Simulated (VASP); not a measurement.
# Sr (Im-3m) in VASP: a series of runs, part 2 of 2

VASP 6.6.1. Earlier steps stand in the parts before.

**3. Single point, PBEsol (strained and moved within a subgroup)**

INCAR reads:

```
SYSTEM = Sr
PREC = Accurate
ENCUT = 520
EDIFF = 1E-6
ISMEAR = 0
SIGMA = 0.1
LREAL = .False.
LASPH = .True.
NELM = 100
ALGO = Fast
ISIF = 2
LWAVE = .False.
LCHARG = .False.
GGA = PS
NBANDS = 11
```

KPOINTS reads:

```
Automatic mesh
0
Gamma
  12 12 12
  0 0 0
```

POSCAR reads:

```
Sr
1.0
   -2.4029082500      2.3544082500      2.4029082500
    2.3544082500     -2.4029082500      2.4029082500
    2.4514082500      2.4514082500     -2.4514082500
Sr
1
Direct
    0.0000000000      0.0000000000      0.0000000000
```

Potentials or basis: VASP PAW PBE potentials, release 64 (Sr_sv).

Started as:

```bash
$ cat potpaw_PBE.64/Sr_sv/POTCAR > POTCAR
$ mpirun -np 1 vasp_std > vasp.out
```

OUTCAR:

```text
SYSTEM = Sr
   PREC = Accurate
   ENCUT = 520
   EDIFF = 1E-6
   ISMEAR = 0
   LREAL = .False.
   LASPH = .True.
   NELM = 100
   ISIF = 2
   GGA = PS

 ion  position               nearest neighbor table
   1  0.000  0.000  0.000-

  LATTYP: Found a trigonal (rhomboedric) cell.
 ALAT       =     4.1341473515
 COS(alpha) =    -0.3241957429

  Lattice vectors:

 A1 = (   2.4029082500,  -2.3544082500,  -2.4029082500)
 A2 = (  -2.3544082500,   2.4029082500,  -2.4029082500)
 A3 = (   2.4029082500,   2.4029082500,   2.3544082500)

Analysis of symmetry for initial positions (statically):
=====================================================================
 Subroutine PRICEL returns:
 Original cell was already a primitive cell.

 Routine SETGRP: Setting up the symmetry group for a
 trigonal (rhombohedral) supercell.

 Subroutine GETGRP returns: Found 12 space group operations
 (whereof 12 operations were pure point group operations)
 out of a pool of 12 trial point group operations.

The static configuration has the point symmetry D_3d.

Analysis of symmetry for dynamics (positions and initial velocities):
=====================================================================
[... 162 lines left out ...]
 fundamental gap:      0.0087853200
 Fermi energy:         1.4866109595

 k-point     1 :       0.0000    0.0000    0.0000
  band No.  band energies     occupation
      1     -35.0862      2.00000
      2     -16.9900      2.00000
      3     -16.9850      2.00000
      4     -16.9850      2.00000
      5      -2.1720      2.00000
      6       3.7368      0.00000
      7       3.7368      0.00000
      8       3.9573      0.00000
      9       5.1577      0.00000
     10       5.1577      0.00000
     11       9.4297      0.00000
[... 309 lines left out ...]
 k-point    24 :       0.3333   -0.0000    0.0833
  band No.  band energies     occupation
      1     -35.0723      2.00000
      2     -17.1581      2.00000
      3     -17.0498      2.00000
      4     -16.9906      2.00000
      5      -0.0763      2.00000
      6       2.1670      0.00000
      7       2.7610      0.00000
      8       4.9098      0.00000
      9       5.4367      0.00000
     10       5.9437      0.00000
     11       7.7111      0.00000

 [... further k-points ...]
[... 5 lines left out ...]
  --------------------------------------------------------------------------------------
  -------------------------------------------------------------------------------------
  Total       -0.3151524     -0.3151524     -0.3151524     -0.0789909      0.0789909      0.0789909
  in kB       -9.1010496     -9.1010496     -9.1010496     -2.2811189      2.2811189      2.2811189
  external PRESSURE =      -9.1010496 kB  Pullay stress =       0.0000000 kB

 VOLUME and BASIS-vectors are now :
 -----------------------------------------------------------------------------
  energy-cutoff  :      520.00
  volume of cell :       55.48
      direct lattice vectors                 reciprocal lattice vectors
    -2.402908250  2.354408250  2.402908250     0.000000000  0.210202538  0.210202538
     2.354408250 -2.402908250  2.402908250     0.210202538  0.000000000  0.210202538
     2.451408250  2.451408250 -2.451408250     0.206043776  0.206043776  0.004158762

 POSITION                                       TOTAL-FORCE (eV/Angst)
 -----------------------------------------------------------------------------------
      0.00000      0.00000      0.00000         0.000000     -0.000000     -0.000000
 -----------------------------------------------------------------------------------
    total drift:                               -0.000000      0.000000      0.000000

  FREE ENERGIE OF THE ION-ELECTRON SYSTEM (eV)
  ---------------------------------------------------
  free  energy   TOTEN  =        -1.8235864135 eV

  energy  without entropy=       -1.8172752941  energy(sigma->0) =       -1.82043085
```

OSZICAR:

```text
N       E                     dE             d eps       ncg     rms          rms(c)
DAV:   1     0.345651219500E+02    0.34565E+02   -0.46992E+03  4158   0.780E+02
DAV:   2    -0.120216614613E+00   -0.34685E+02   -0.34091E+02  4891   0.149E+02
DAV:   3    -0.174586727957E+01   -0.16257E+01   -0.16103E+01  6270   0.236E+01
DAV:   4    -0.182307923998E+01   -0.77212E-01   -0.77075E-01  5572   0.455E+00
DAV:   5    -0.182429924186E+01   -0.12200E-02   -0.12199E-02  5834   0.491E-01    0.112E+01
RMM:   6    -0.182354672057E+01    0.75252E-03   -0.57957E-03  4411   0.898E-01    0.630E+00
RMM:   7    -0.182329064835E+01    0.25607E-03   -0.11617E-02  4823   0.130E+00    0.262E-01
RMM:   8    -0.182348053113E+01   -0.18988E-03   -0.30382E-03  5751   0.364E-01    0.679E-02
RMM:   9    -0.182356146484E+01   -0.80934E-04   -0.55490E-04  6686   0.105E-01    0.609E-02
RMM:  10    -0.182358017566E+01   -0.18711E-04   -0.91623E-05  6416   0.537E-02    0.641E-02
RMM:  11    -0.182358595842E+01   -0.57828E-05   -0.24363E-05  6540   0.251E-02    0.568E-03
RMM:  12    -0.182358641350E+01   -0.45509E-06   -0.65179E-06  5346   0.104E-02
   1 F= -.18235864E+01 E0= -.18204309E+01  d E =-.631112E-02
```

stdout:

```text
POSCAR found type information on POSCAR Sr
 POSCAR found :  1 types and       1 ions
 scaLAPACK will be used
 -----------------------------------------------------------------------------
|                                                                             |
|                                                                             |
|     You enforced a specific xc type in the INCAR file but a different       |
|     I HOPE YOU KNOW WHAT YOU ARE DOING!                                     |
|                                                                             |
 -----------------------------------------------------------------------------

 LDA part: xc-table for (Slater+PW92), standard interpolation
 POSCAR, INCAR and KPOINTS ok, starting setup
 FFT: planning ... GRIDC
 FFT: planning ... GRID_SOFT
 FFT: planning ... GRID
 WAVECAR not read
 entering main loop
WARNING in EDDRMM: call to ZHEGV failed, returncode =   6  3      8
WARNING in EDDRMM: call to ZHEGV failed, returncode =   6  3      7
WARNING in EDDRMM: call to ZHEGV failed, returncode =   6  3     11
```

Run time: 70 s. Hardware: 1 thread of Intel Xeon Platinum 8488C (Sapphire Rapids), shared host; peak memory 0.25 GiB.

Results:

```
Free energy            : -1.8236 eV
Pressure               : -0.9 GPa
Band gap on the k mesh : none (metal or under the smearing width)
```

Caveat: the PAW data sets were made with another functional, which shifts forces and pressure a little.
